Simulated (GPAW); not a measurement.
# WC (Qusongite) (P-6m2) in GPAW: further runs

The runs below take WC (Qusongite) through relaxation of cell and atoms, single point, with PBEsol, LDA+U, TASK, PBEsol+D4.

Program: GPAW 26.7.0. These are calculated values, not measurements. Logs are shortened: lines on timing, memory, paths and dates and some standing lists are left out, and cuts for length are marked. The log counts tension as positive stress, the text compression.

## 1. The crystal as given

Symmetry: P-6m2, No. 187, hexagonal system. The conventional cell has a = 2.907 Å, b = 2.907 Å, c = 2.837 Å, α = 90.00°, β = 90.00°, γ = 120.00°. W (site symmetry -6m2) has 6 C at 2.20 Å as nearest neighbours. C (site symmetry -6m2) is surrounded by 6 W at 2.20 Å.

## 2. Relaxation of cell and atoms, PBEsol, target pressure 30 GPa, at which the enthalpy is minimised

run.py reads:

```python
from ase import Atoms
from ase.filters import FrechetCellFilter
from ase.io import write
from ase.optimize import BFGS
from ase.units import GPa
from gpaw import GPAW, PW, setup_paths

setup_paths.insert(0, '.')

atoms = Atoms(['W', 'C'],
              cell=[[2.9065, 0.0, 0.0],
                    [-1.45325, 2.5171028361, 0.0],
                    [0.0, 0.0, 2.8366]],
              scaled_positions=[[0.0, 0.0, 0.0],
                                [0.6666666667, 0.3333333333, 0.5]],
              pbc=True)

calc = GPAW(mode=PW(800),
            xc='PBEsol',
            kpts={'size': (8, 8, 7), 'gamma': True},
            occupations={'name': 'fermi-dirac', 'width': 0.05},
            nbands=19,
            convergence={'density': 1e-05, 'forces': 0.0001},
            maxiter=150,
            txt='gpaw.txt')
atoms.calc = calc
opt = BFGS(FrechetCellFilter(atoms, scalar_pressure=30 * GPa), trajectory='relax.traj', logfile='-')
done = opt.run(fmax=0.02, steps=60)
calc.write('gs.gpw')
write('result.traj', atoms)
print('Converged:', done)
print('Cell:', atoms.cell.cellpar().round(4))
print('Volume:', round(atoms.get_volume(), 4))
print(atoms.get_scaled_positions().round(5))
```

Potentials or basis: PAW data sets generated in the run's folder for this functional, pw.

The run is started by

```console
gpaw-setup -f PBEsol C W
OMP_NUM_THREADS=1 python run.py
```

gpaw.txt:

```text
__  _  _
 | _ |_)|_||  |
 |__||  | ||/\| - 26.7.0

Input parameters:
  mode=PW(ecut=800.0),
  convergence={'density': 1e-05, 'forces': 0.0001},
  kpts=MonkhorstPack(size=(8, 8, 7), gamma=True),
  maxiter=150,
  nbands=19,
  occupations=Occupations(name='fermi-dirac', width=0.05),
  xc=XC(name='PBEsol')

Diagonalizing LCAO Hamiltonian
Converting LCAO to pw mode

           C

       W

Atoms  # Å, Bohr magnetons
|   | symbol |        x |        y |        z |    initial magnetic moments |
|---|--------|----------|----------|----------|-----------------------------|
| 0 |      W | 0.000000 | 0.000000 | 0.000000 | ( 0.0000,  0.0000,  0.0000) |
| 1 |      C | 1.453250 | 0.839034 | 1.418300 | ( 0.0000,  0.0000,  0.0000) |

Unit cell  # Å
| periodic |         x |        y |        z |  lengths |     angles |
|----------|-----------|----------|----------|----------|------------|
|      yes |  2.906500 | 0.000000 | 0.000000 | 2.906500 |  90.000000 |
|      yes | -1.453250 | 2.517103 | 0.000000 | 2.906500 |  90.000000 |
|      yes |  0.000000 | 0.000000 | 2.836600 | 2.836600 | 120.000000 |

Number of symmetries: 12
Symmetry operations  # r_c * U_cc + t_c -> r_c
|    | kind |            matrix            |
|----|------|------------------------------|
|  0 |  σ   |  1, 1, 0,  0,-1, 0,  0, 0, 1 |
|  1 |  C2  |  1, 1, 0,  0,-1, 0,  0, 0,-1 |
|  2 |  E   |  1, 0, 0,  0, 1, 0,  0, 0, 1 |
|  3 |  σ   |  1, 0, 0,  0, 1, 0,  0, 0,-1 |
|  4 |  C3  |  0, 1, 0, -1,-1, 0,  0, 0, 1 |
|  5 |  S3  |  0, 1, 0, -1,-1, 0,  0, 0,-1 |
|  6 |  σ   |  0,-1, 0, -1, 0, 0,  0, 0, 1 |
|  7 |  C2  |  0,-1, 0, -1, 0, 0,  0, 0,-1 |
|  8 |  σ   | -1, 0, 0,  1, 1, 0,  0, 0, 1 |
[... 137 lines left out ...]
SCF iterations
|iter     | |      energy | eigst |  dens |force |
|---------|-|-------------|-------|-------|------|
|iter:   1| |  -24.023078 | -0.12 |       |      |
|iter:   2| |  -23.568090 | -2.68 | -0.94 |      |
|iter:   3| |  -22.552207 | -1.72 | -1.00 |      |
|iter:   4| |  -22.556261 | -3.61 | -1.71 |      |
|iter:   5| |  -22.561128c| -3.72 | -1.95 |      |
|iter:   6| |  -22.561103c| -5.61 | -3.05 |      |
|iter:   7| |  -22.561109c| -6.92 | -3.63 |      |
|iter:   8| |  -22.561109c| -8.48c| -4.33 |      |
|iter:   9| |  -22.561109c| -8.44c| -5.00 |      |
|iter:  10| |  -22.561109c| -9.45c| -5.94c|      |
|iter:  11| |  -22.561109c|-10.41c| -6.71c|-16.18c|

Converged in 11 steps
Energy contributions relative to reference atoms: (reference = -439665.733139)

Energy contributions:
  Kinetic:          14.338349
  Coulomb:         -16.227664
  Zero:              0.018836
  External:          0.000000
  Xc:              -20.689719
  Entropy:          -0.001821
  Spinorbit:         0.000000
  ----------------------------
  Free energy:     -22.562020
  Extrapolated:    -22.561109
[... 27 lines left out ...]
No gap
No difference between direct/indirect transitions

Stress tensor  # eV/Ang^3
|        x |        y |        z |
|----------|----------|----------|
| 0.021788 | 0.000000 | 0.000000 |
| 0.000000 | 0.021788 | 0.000000 |
| 0.000000 | 0.000000 | 0.032732 |

Forces  # eV/Ang
|        x |       y |       z |
|----------|---------|---------|
|  0.00000 | 0.00000 | 0.00000 |  # W    0
| -0.00000 | 0.00000 | 0.00000 |  # C    1

Interpolating wave functions to new cell

           C

       W

Atoms  # Å, Bohr magnetons
|   | symbol |        x |        y |        z |    initial magnetic moments |
|---|--------|----------|----------|----------|-----------------------------|
| 0 |      W | 0.000000 | 0.000000 | 0.000000 | ( 0.0000,  0.0000,  0.0000) |
| 1 |      C | 1.430909 | 0.826136 | 1.395364 | ( 0.0000,  0.0000,  0.0000) |

Unit cell  # Å
| periodic |         x |         y |        z |  lengths |     angles |
|----------|-----------|-----------|----------|----------|------------|
|      yes |  2.861818 | -0.000000 | 0.000000 | 2.861818 |  90.000000 |
|      yes | -1.430909 |  2.478407 | 0.000000 | 2.861818 |  90.000000 |
|      yes |  0.000000 |  0.000000 | 2.790728 | 2.790728 | 120.000000 |
[... 209 lines left out ...]
Stress tensor  # eV/Ang^3
|         x |         y |         z |
|-----------|-----------|-----------|
| -0.099194 |  0.000000 |  0.000000 |
|  0.000000 | -0.099194 |  0.000000 |
|  0.000000 |  0.000000 | -0.112494 |

Forces  # eV/Ang
|       x |       y |       z |
|---------|---------|---------|
| 0.00000 | 0.00000 | 0.00000 |  # W    0
| 0.00000 | 0.00000 | 0.00000 |  # C    1

Interpolating wave functions to new cell

           C
[... 223 lines left out ...]
Stress tensor  # eV/Ang^3
|         x |         y |         z |
|-----------|-----------|-----------|
| -0.187364 |  0.000000 |  0.000000 |
|  0.000000 | -0.187364 |  0.000000 |
|  0.000000 |  0.000000 | -0.206671 |

Forces  # eV/Ang
|       x |       y |       z |
|---------|---------|---------|
| 0.00000 | 0.00000 | 0.00000 |  # W    0
| 0.00000 | 0.00000 | 0.00000 |  # C    1

Interpolating wave functions to new cell

           C

       W

Atoms  # Å, Bohr magnetons
|   | symbol |        x |         y |        z |    initial magnetic moments |
|---|--------|----------|-----------|----------|-----------------------------|
| 0 |      W | 0.000000 | -0.000000 | 0.000000 | ( 0.0000,  0.0000,  0.0000) |
| 1 |      C | 1.416932 |  0.818066 | 1.385481 | ( 0.0000,  0.0000,  0.0000) |

Unit cell  # Å
| periodic |         x |         y |        z |  lengths |     angles |
|----------|-----------|-----------|----------|----------|------------|
|      yes |  2.833863 | -0.000000 | 0.000000 | 2.833863 |  90.000000 |
|      yes | -1.416932 |  2.454198 | 0.000000 | 2.833863 |  90.000000 |
|      yes |  0.000000 | -0.000000 | 2.770962 | 2.770962 | 120.000000 |
[... 207 lines left out ...]
Stress tensor  # eV/Ang^3
|         x |         y |         z |
|-----------|-----------|-----------|
| -0.183508 |  0.000000 |  0.000000 |
|  0.000000 | -0.183508 |  0.000000 |
|  0.000000 |  0.000000 | -0.195544 |

Forces  # eV/Ang
|        x |        y |       z |
|----------|----------|---------|
| -0.00000 |  0.00000 | 0.00000 |  # W    0
|  0.00000 | -0.00000 | 0.00000 |  # C    1

Interpolating wave functions to new cell

           C

       W

Atoms  # Å, Bohr magnetons
|   | symbol |         x |         y |        z |    initial magnetic moments |
|---|--------|-----------|-----------|----------|-----------------------------|
| 0 |      W | -0.000000 | -0.000000 | 0.000000 | ( 0.0000,  0.0000,  0.0000) |
| 1 |      C |  1.416311 |  0.817707 | 1.387176 | ( 0.0000,  0.0000,  0.0000) |

Unit cell  # Å
| periodic |         x |        y |         z |  lengths |     angles |
|----------|-----------|----------|-----------|----------|------------|
|      yes |  2.832622 | 0.000000 | -0.000000 | 2.832622 |  90.000000 |
|      yes | -1.416311 | 2.453122 | -0.000000 | 2.832622 |  90.000000 |
|      yes |  0.000000 | 0.000000 |  2.774353 | 2.774353 | 120.000000 |

Number of symmetries: 12
Symmetry operations  # r_c * U_cc + t_c -> r_c
|    | kind |            matrix            |
|----|------|------------------------------|
|  0 |  σ   |  1, 1, 0,  0,-1, 0,  0, 0, 1 |
|  1 |  C2  |  1, 1, 0,  0,-1, 0,  0, 0,-1 |
|  2 |  E   |  1, 0, 0,  0, 1, 0,  0, 0, 1 |
|  3 |  σ   |  1, 0, 0,  0, 1, 0,  0, 0,-1 |
|  4 |  C3  |  0, 1, 0, -1,-1, 0,  0, 0, 1 |
|  5 |  S3  |  0, 1, 0, -1,-1, 0,  0, 0,-1 |
|  6 |  σ   |  0,-1, 0, -1, 0, 0,  0, 0, 1 |
|  7 |  C2  |  0,-1, 0, -1, 0, 0,  0, 0,-1 |
|  8 |  σ   | -1, 0, 0,  1, 1, 0,  0, 0, 1 |
[... 137 lines left out ...]
SCF iterations
|iter     | |      energy | eigst |  dens |force |
|---------|-|-------------|-------|-------|------|
|iter:   1| |  -22.450492 | -3.29 |       |      |
|iter:   2| |  -22.450483 | -6.63 | -3.18 |      |
|iter:   3| |  -22.450441c| -6.00 | -3.22 |      |
|iter:   4| |  -22.450444c| -7.24 | -3.91 |      |
|iter:   5| |  -22.450443c| -7.51c| -4.51 |      |
|iter:   6| |  -22.450443c| -8.04c| -4.82 |      |
|iter:   7| |  -22.450443c| -9.24c| -5.57c|      |
|iter:   8| |  -22.450443c|-10.21c| -6.19c|-16.23c|

Converged in 8 steps
Energy contributions relative to reference atoms: (reference = -439665.733139)

Energy contributions:
  Kinetic:          32.657851
  Coulomb:         -31.577459
  Zero:              0.011472
  External:          0.000000
  Xc:              -23.541635
  Entropy:          -0.001344
  Spinorbit:         0.000000
  ----------------------------
  Free energy:     -22.451115
  Extrapolated:    -22.450443
[... 30 lines left out ...]
Stress tensor  # eV/Ang^3
|         x |         y |         z |
|-----------|-----------|-----------|
| -0.184835 | -0.000000 |  0.000000 |
|  0.000000 | -0.184835 |  0.000000 |
|  0.000000 |  0.000000 | -0.187882 |

Forces  # eV/Ang
|        x |        y |       z |
|----------|----------|---------|
| -0.00000 | -0.00000 | 0.00000 |  # W    0
| -0.00000 |  0.00000 | 0.00000 |  # C    1

Interpolating wave functions to new cell

           C

       W

Atoms  # Å, Bohr magnetons
|   | symbol |         x |         y |        z |    initial magnetic moments |
|---|--------|-----------|-----------|----------|-----------------------------|
| 0 |      W | -0.000000 | -0.000000 | 0.000000 | ( 0.0000,  0.0000,  0.0000) |
| 1 |      C |  1.415877 |  0.817457 | 1.387553 | ( 0.0000,  0.0000,  0.0000) |

Unit cell  # Å
| periodic |         x |        y |         z |  lengths |     angles |
|----------|-----------|----------|-----------|----------|------------|
|      yes |  2.831754 | 0.000000 | -0.000000 | 2.831754 |  90.000000 |
|      yes | -1.415877 | 2.452371 | -0.000000 | 2.831754 |  90.000000 |
|      yes |  0.000000 | 0.000000 |  2.775106 | 2.775106 | 120.000000 |

Number of symmetries: 12
Symmetry operations  # r_c * U_cc + t_c -> r_c
|    | kind |            matrix            |
|----|------|------------------------------|
|  0 |  σ   |  1, 1, 0,  0,-1, 0,  0, 0, 1 |
|  1 |  C2  |  1, 1, 0,  0,-1, 0,  0, 0,-1 |
|  2 |  E   |  1, 0, 0,  0, 1, 0,  0, 0, 1 |
|  3 |  σ   |  1, 0, 0,  0, 1, 0,  0, 0,-1 |
|  4 |  C3  |  0, 1, 0, -1,-1, 0,  0, 0, 1 |
|  5 |  S3  |  0, 1, 0, -1,-1, 0,  0, 0,-1 |
|  6 |  σ   |  0,-1, 0, -1, 0, 0,  0, 0, 1 |
|  7 |  C2  |  0,-1, 0, -1, 0, 0,  0, 0,-1 |
|  8 |  σ   | -1, 0, 0,  1, 1, 0,  0, 0, 1 |
[... 137 lines left out ...]
SCF iterations
|iter     | |      energy | eigst |  dens |force |
|---------|-|-------------|-------|-------|------|
|iter:   1| |  -22.449244 | -4.10 |       |      |
|iter:   2| |  -22.449242 | -7.44c| -3.54 |      |
|iter:   3| |  -22.449235c| -6.44 | -3.57 |      |
|iter:   4| |  -22.449235c| -8.15c| -4.37 |      |
|iter:   5| |  -22.449235c| -8.19c| -4.85 |      |
|iter:   6| |  -22.449235c| -9.09c| -5.74c|      |
|iter:   7| |  -22.449235c| -9.97c| -6.17c|-15.75c|
[... 45 lines left out ...]
Stress tensor  # eV/Ang^3
|         x |         y |         z |
|-----------|-----------|-----------|
| -0.186769 |  0.000000 |  0.000000 |
|  0.000000 | -0.186769 |  0.000000 |
|  0.000000 |  0.000000 | -0.186893 |

Forces  # eV/Ang
|        x |       y |       z |
|----------|---------|---------|
|  0.00000 | 0.00000 | 0.00000 |  # W    0
| -0.00000 | 0.00000 | 0.00000 |  # C    1

# Writing to gs.gpw (mode='')
```

It took 51 s on 1 thread of Arm Neoverse V2, shared host; peak memory 0.23 GiB.

Results:

- Free energy: -22.4499 eV
- Relaxed volume: 9.64 Å³/atom
- Relaxed cell: a = 2.832 Å, b = 2.832 Å, c = 2.775 Å, α = 90.00°, β = 90.00°, γ = 120.00°
- Space group after relaxing (to 0.05 Å): P-6m2 (No. 187)
- Energy change on relaxing (the enthalpy is what falls): +55.9 meV/atom
- Ionic steps: 6
- Pressure after relaxing: 29.9 GPa
- Band gap on the k mesh: none (metal or under the smearing width)

The path:
| step | energy change (eV) | largest force (eV/Å) | pressure (GPa) | volume (Å³) |
| --- | --- | --- | --- | --- |
| 1 | 0.0000 | 0.0000 | -4.08 | 20.75 |
| 2 | 0.0363 | 0.0000 | 16.60 | 19.79 |
| 3 | 0.1189 | 0.0000 | 31.05 | 19.24 |
| 4 | 0.1121 | 0.0000 | 30.04 | 19.27 |
| 5 | 0.1107 | 0.0000 | 29.78 | 19.28 |
| 6 | 0.1119 | 0.0000 | 29.93 | 19.27 |

Final structure:
```
W C
1.0
     2.83175    0.00000    0.00000
    -1.41588    2.45237    0.00000
     0.00000    0.00000    2.77511
W C
1 1
Direct
  0.00000 0.00000 0.00000
  0.66667 0.33333 0.50000
```

Caveat: later steps reuse the first step's grids. The run has no spin-orbit coupling, so splittings on W are missing.

(Continued in part 2 of 2.)
